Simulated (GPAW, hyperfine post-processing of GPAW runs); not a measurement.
# A contact shift by hand: 15N in Ca2CrN3

A spin-polarised calculation (DFT, revPBE+U, plane-wave PAW, GPAW setups, collinear spin, scalar-relativistic; GPAW) with all Cr moments parallel (S = 0.5 each) puts a spin density ρ↑ − ρ↓ of -0.161 e/Å³, counted along the moments, at one N nucleus (bonded to 1 Cr at 1.74 Å). Take g = 2, spin-only moments and Θ = 0 K (a pure Curie law); γ/2π of 15N is -4.3173 MHz/T.

**Task.** Find the contact field, the hyperfine constant and the contact shift at 320 K and 360 K, supposing that the crystal is a paramagnet with these local moments at both.

1. A spin density ρ_s carries a moment density μB ρ_s, and the contact field is B_c = (2μ₀/3) μB ρ_s. For 1 e/Å³ that is 7.769 T, so B_c = -1.251 T.

2. With H = A S·I summed over the ions, A = γB_c/(2πS) = -4.3173 × −1.251 / 0.5 = 10.8 MHz.

3. In a field B0 the paramagnet reaches only a fraction of saturation, M/M_sat = g μB (S + 1) B0 / [3 k_B (T − Θ)]. At 320 K this is 2.0991e-03 per tesla, or 0.987 % at 4.7 T.

4. The shift is that fraction of B_c over B0, so B0 drops out: δ = -1.251 × 2.0991e-03 × 10⁶ = -2630 ppm at 320 K.

5. At 360 K it scales by (320 − Θ)/(360 − Θ) = 0.889, to -2330 ppm.

6. The sign says that the spin at the nucleus is opposite to the Cr moments. Over this level and the 4 others of the session's ladder with the same moment and an open gap (any hybrids aside), the field runs from -2.26 to -0.640 T. Spin flips in this cell gave a rough Θ of -695 K, not relied on, which would scale the first shift by 0.32. The valence electrons alone give -3.30 T; the rest is the cores' response, which is the less certain part. Orbital and pseudocontact parts are not included.

[Hosts, paths, dates, database ids (printed as entryN), source tags and the programs' standing remarks are cut or masked in the printed files.]
